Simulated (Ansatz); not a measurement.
Crystal: BeTe.

```
Te Be
1.0
     0.00000    2.77000    2.77000
     2.77000    0.00000    2.77000
     2.77000    2.77000    0.00000
Te Be
1 1
Direct
  0.75000 0.75000 0.75000
  0.00000 0.00000 0.00000
```

Base run:

| Item | Value |
| --- | --- |
| Program | Ansatz 0.2.0 |
| Functional | BLYP |
| Potentials or basis | all-electron LAPW, scalar-relativistic |
| Cutoff | 227 eV (chosen from the basis error) |
| Basis error allowed | 0.001 eV/atom |
| k mesh | 8 × 8 × 8 |
| Occupations | fermi-dirac, width 0.05 eV |
| Spin | no spin polarisation |

Its results: band gap on the k mesh 2.14 eV, indirect (least direct gap 3.71 eV); pressure 7.2 GPa.

Question: The run is repeated on the same cell with these changes: functional from BLYP to LDA. What comes out?

Answer: Band gap on the k mesh 1.77 eV, indirect (least direct gap 3.58 eV); pressure 0.5 GPa.

LDA binds more tightly than BLYP, so the same cell stands under less pressure.

Caveats: spin-orbit coupling is left out, which moves the levels of the heavy elements.
